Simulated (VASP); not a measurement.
# Cu3Au (Auricupride) (Pm-3m) in VASP: a series of runs, part 3 of 3

VASP 6.6.1.

## 5. Band structure, revTPSS

INCAR reads:

```
SYSTEM = Cu3Au
PREC = Accurate
ENCUT = 520
EDIFF = 1E-7
ISMEAR = -1
SIGMA = 0.05
LREAL = .FALSE.
LASPH = .TRUE.
NELM = 60
ALGO = Normal
ISIF = 2
LWAVE = .FALSE.
LCHARG = .FALSE.
LMAXMIX = 4
METAGGA = RTPSS
LMIXTAU = .TRUE.
```

KPOINTS reads:

```
regular mesh
0
G
  7 7 7
  0 0 0
```

POSCAR reads:

```
Cu3Au
1.0
    3.7400000000      0.0000000000      0.0000000000
    0.0000000000      3.7400000000      0.0000000000
    0.0000000000      0.0000000000      3.7400000000
Au Cu
1 3
Direct
    0.0000000000      0.0000000000      0.0000000000
    0.5000000000      0.5000000000      0.0000000000
    0.5000000000      0.0000000000      0.5000000000
    0.0000000000      0.5000000000      0.5000000000
```

KPOINTS_OPT reads:

```
path GXMGRX,MR
20
line-mode
reciprocal
 0.0000000000  0.0000000000  0.0000000000  G
 0.0000000000  0.5000000000  0.0000000000  X

 0.0000000000  0.5000000000  0.0000000000  X
 0.5000000000  0.5000000000  0.0000000000  M

 0.5000000000  0.5000000000  0.0000000000  M
 0.0000000000  0.0000000000  0.0000000000  G

 0.0000000000  0.0000000000  0.0000000000  G
 0.5000000000  0.5000000000  0.5000000000  R

 0.5000000000  0.5000000000  0.5000000000  R
 0.0000000000  0.5000000000  0.0000000000  X

 0.5000000000  0.5000000000  0.0000000000  M
 0.5000000000  0.5000000000  0.5000000000  R
```

Potentials or basis: VASP PAW PBE potentials, release 64 (Au, Cu).

The run is started by

```
cat potpaw_PBE.64/Au/POTCAR potpaw_PBE.64/Cu/POTCAR > POTCAR
mpirun -np 1 vasp_std > vasp.out
```

OUTCAR:

```text
SYSTEM = Cu3Au
   PREC = Accurate
   ENCUT = 520
   EDIFF = 1E-7
   ISMEAR = -1
   LREAL = .FALSE.
   LASPH = .TRUE.
   NELM = 60
   ISIF = 2
   METAGGA = RTPSS

 ion  position               nearest neighbor table
   1  0.000  0.000  0.000-   2 2.64   3 2.64   4 2.64   3 2.64   4 2.64   2 2.64   4 2.64   4 2.64
                             2 2.64   3 2.64   3 2.64   2 2.64
   2  0.500  0.500  0.000-   1 2.64   3 2.64   4 2.64   3 2.64   4 2.64   1 2.64   3 2.64   3 2.64
                             1 2.64   4 2.64   4 2.64   1 2.64
   3  0.500  0.000  0.500-   1 2.64   2 2.64   4 2.64   1 2.64   2 2.64   2 2.64   4 2.64   2 2.64
                             1 2.64   4 2.64   1 2.64   4 2.64
   4  0.000  0.500  0.500-   1 2.64   2 2.64   3 2.64   1 2.64   2 2.64   1 2.64   3 2.64   1 2.64
                             2 2.64   3 2.64   2 2.64   3 2.64

  LATTYP: Found a simple cubic cell.
 ALAT       =     3.7400000000

  Lattice vectors:

 A1 = (   3.7400000000,   0.0000000000,   0.0000000000)
 A2 = (   0.0000000000,   3.7400000000,   0.0000000000)
 A3 = (   0.0000000000,   0.0000000000,   3.7400000000)

[... 171 lines left out ...]

  energy without entropy =       40.09104995  energy(sigma->0) =       40.08497433

 E-fermi :   8.1765     XC(G=0): -13.3232

 val. band max:        8.1606182736   @ k =   0.2857   0.2857   0.0000
 cond. band min:       8.2516687154   @ k =   0.1429   0.0000   0.0000
 fundamental gap:      0.0910504418
 Fermi energy:         8.1764513138

 k-point     1 :       0.0000    0.0000    0.0000
  band No.  band energies     occupation
      1      -1.4705      2.00000
      2       1.7263      2.00000
      3       1.7263      2.00000
      4       2.6007      2.00000
      5       2.6007      2.00000
      6       2.6007      2.00000
[... 569 lines left out ...]
     25      11.2718      0.00000
     26      12.6184      0.00000

------------------------ aborting loop because EDIFF is reached ----------------------------------------

  FORCE on cell =-STRESS in cart. coord.  units (eV):
  Direction    XX          YY          ZZ          XY          YZ          ZX
  --------------------------------------------------------------------------------------
  -------------------------------------------------------------------------------------
  Total       -1.3017443     -1.3017443     -1.3017443      0.0000000      0.0000000      0.0000000
  in kB      -39.8677262    -39.8677262    -39.8677262      0.0000000      0.0000000      0.0000000
  external PRESSURE =     -39.8677262 kB  Pullay stress =       0.0000000 kB

 VOLUME and BASIS-vectors are now :
 -----------------------------------------------------------------------------
  energy-cutoff  :      520.00
  volume of cell :       52.31
      direct lattice vectors                 reciprocal lattice vectors
     3.740000000  0.000000000  0.000000000     0.267379679  0.000000000  0.000000000
     0.000000000  3.740000000  0.000000000     0.000000000  0.267379679  0.000000000
     0.000000000  0.000000000  3.740000000     0.000000000  0.000000000  0.267379679

 POSITION                                       TOTAL-FORCE (eV/Angst)
 -----------------------------------------------------------------------------------
      0.00000      0.00000      0.00000         0.000000      0.000000      0.000000
      1.87000      1.87000      0.00000         0.000000      0.000000      0.000000
      1.87000      0.00000      1.87000         0.000000      0.000000      0.000000
      0.00000      1.87000      1.87000         0.000000      0.000000      0.000000
 -----------------------------------------------------------------------------------
    total drift:                                0.000000      0.000000      0.000000

  FREE ENERGIE OF THE ION-ELECTRON SYSTEM (eV)
  ---------------------------------------------------
  free  energy   TOTEN  =        40.0788987104 eV

  energy  without entropy=       40.0910499474  energy(sigma->0) =       40.08497433
```

OSZICAR:

```text
N       E                     dE             d eps       ncg     rms          rms(c)
DAV:   1     0.509248510732E+03    0.50925E+03   -0.25476E+04  1056   0.349E+03
DAV:   2     0.119430307746E+03   -0.38982E+03   -0.37824E+03  1054   0.615E+02
DAV:   3     0.568776996726E+02   -0.62553E+02   -0.60564E+02  1092   0.292E+02
DAV:   4     0.540437299908E+02   -0.28340E+01   -0.27736E+01  1170   0.719E+01
DAV:   5     0.539456043424E+02   -0.98126E-01   -0.97997E-01  1376   0.129E+01    0.155E+01
DAV:   6     0.414381798049E+02   -0.12507E+02   -0.53277E+01  1504   0.124E+02    0.460E+00
DAV:   7     0.394272786322E+02   -0.20109E+01   -0.97129E+00  1422   0.725E+01    0.644E+00
DAV:   8     0.398147145186E+02    0.38744E+00   -0.29820E+00  1236   0.393E+01    0.286E+00
DAV:   9     0.399782787455E+02    0.16356E+00   -0.13356E-01  1184   0.483E+00    0.233E+00
DAV:  10     0.400257049500E+02    0.47426E-01   -0.82708E-01  1530   0.164E+01    0.191E+00
[... 54 further cycles ...]
DAV:   9     0.428560474270E+04   -0.46603E-07      662
       N       E                     dE             ncg
DAV:   1     0.115014101345E+05   -0.22985E+05     1072
DAV:   2     0.498509056955E+04   -0.65163E+04     1046
DAV:   3     0.439874689967E+04   -0.58634E+03     1332
DAV:   4     0.438224783110E+04   -0.16499E+02     1306
DAV:   5     0.438188193431E+04   -0.36590E+00     1460
DAV:   6     0.438187386232E+04   -0.80720E-02     1438
DAV:   7     0.438187367216E+04   -0.19016E-03     1502
DAV:   8     0.438187367040E+04   -0.17583E-05     1132
DAV:   9     0.438187367036E+04   -0.42207E-07      630
```

Run time: 7.7 min. Hardware: 1 thread of AMD EPYC 7R43 (Zen 3), shared host; peak memory 0.15 GiB.

Results:

* Free energy: 40.0789 eV
* Pressure: -4.0 GPa
* Band gap along the path: none (metal or under the smearing width)

Levels at the corners of the path, in eV from the Fermi level:
```csv
point,band 19,band 20,band 21,band 22,band 23,band 24,band 25,band 26
Γ,-1.33,-1.33,-1.33,1.31,1.31,1.31,6.12,7.67
X,-1.97,-1.88,-1.48,-1.33,5.89,5.89,6.64,6.69
X,-1.97,-1.88,-1.48,-1.33,5.89,5.89,6.64,6.64
M,-2.17,-2.10,-0.46,-0.46,-0.34,0.39,8.64,9.59
M,-2.17,-2.10,-0.46,-0.46,-0.34,0.39,8.64,9.59
Γ,-1.33,-1.33,-1.33,1.31,1.31,1.31,6.12,7.67
Γ,-1.33,-1.33,-1.33,1.31,1.31,1.31,6.12,7.67
R,-1.55,-1.55,-1.09,-1.05,-1.05,-1.05,2.63,4.26
R,-1.55,-1.55,-1.09,-1.05,-1.05,-1.05,2.63,4.26
X,-1.97,-1.88,-1.48,-1.33,5.89,5.89,6.64,6.67
M,-2.17,-2.10,-0.46,-0.46,-0.34,0.39,8.64,9.59
R,-1.55,-1.55,-1.09,-1.05,-1.05,-1.05,2.63,4.26
```

Caveat: the PAW data sets were made with another functional, which shifts forces and pressure a little; spin-orbit coupling is left out, which moves the levels of the heavy elements.

## 6. Band structure, MS2

INCAR reads:

```
SYSTEM = Cu3Au
ALGO = Normal
EDIFF = 1E-6
ENCUT = 520
ISIF = 2
ISMEAR = -1
LASPH = .TRUE.
LCHARG = .FALSE.
LMAXMIX = 4
LMIXTAU = .TRUE.
LREAL = .FALSE.
LWAVE = .FALSE.
METAGGA = MS2
NELM = 80
PREC = Accurate
SIGMA = 0.05
```

KPOINTS reads:

```
k-points
0
G
  7 7 7
  0 0 0
```

POSCAR is that of step 5.

KPOINTS_OPT, as its differences from that of step 5:

```diff
@@ -1,3 +1,3 @@
 path GXMGRX,MR
-20
+10
 line-mode
```

Potentials or basis: VASP PAW PBE potentials, release 64 (Au, Cu).

The run is started by

```
cat potpaw_PBE.64/Au/POTCAR potpaw_PBE.64/Cu/POTCAR > POTCAR
mpirun -np 1 vasp_std > vasp.out
```

Wall time 5.1 min (1 thread of AMD EPYC 7R43 (Zen 3), shared host); peak memory 0.16 GiB.

Results (log left out):

```yaml
Free_energy: -1.5244 eV
Pressure: -6.3 GPa
Band_gap_along_the_path: none (metal or under the smearing width)
```

Levels at the corners of the path, in eV from the Fermi level:
```csv
point,band 19,band 20,band 21,band 22,band 23,band 24,band 25,band 26
Γ,-1.27,-1.27,-1.27,1.26,1.26,1.26,6.17,7.72
X,-2.01,-1.90,-1.47,-1.28,5.87,5.87,6.67,6.67
X,-2.01,-1.90,-1.47,-1.28,5.87,5.87,6.67,6.67
M,-2.12,-2.09,-0.48,-0.48,-0.31,0.42,8.70,9.65
M,-2.12,-2.09,-0.48,-0.48,-0.31,0.42,8.70,9.65
Γ,-1.27,-1.27,-1.27,1.26,1.26,1.26,6.17,7.72
Γ,-1.27,-1.27,-1.27,1.26,1.26,1.26,6.17,7.72
R,-1.53,-1.53,-1.09,-1.09,-1.09,-1.09,2.64,4.30
R,-1.53,-1.53,-1.09,-1.09,-1.09,-1.09,2.64,4.30
X,-2.01,-1.90,-1.47,-1.28,5.87,5.87,6.67,6.67
M,-2.12,-2.09,-0.48,-0.48,-0.31,0.42,8.70,9.65
R,-1.53,-1.53,-1.09,-1.09,-1.09,-1.09,2.64,4.30
```

Caveat: the PAW data sets were made with another functional, which shifts forces and pressure a little; spin-orbit coupling is left out, which moves the levels of the heavy elements.

## 7. Overview

| level | potentials or basis | cutoff (eV) | pressure (GPa) |
| --- | --- | --- | --- |
| PBE | VASP PAW PBE potentials, release 54 (Au, Cu) | 520 | - |
| PBE | VASP PAW PBE potentials, release 54 (Au, Cu) | 500 | - |
| TPSS | VASP PAW PBE potentials, release 64 (Au, Cu) | 520 | -0.5 |
| revTPSS | VASP PAW PBE potentials, release 64 (Au, Cu) | 520 | -4.0 |
| MS2 | VASP PAW PBE potentials, release 64 (Au, Cu) | 520 | -6.3 |

Alike in all rows: task band structure; no spin polarisation; cell as given; k mesh 7 × 7 × 7; smearing fermi-dirac 0.05 eV.

Caveats: spin-orbit coupling is left out, which moves the levels of the heavy elements; the PAW data sets were made with another functional, which shifts forces and pressure a little (some runs).

Total energies depend on the potentials used, so only differences within one code and one set of settings carry meaning.
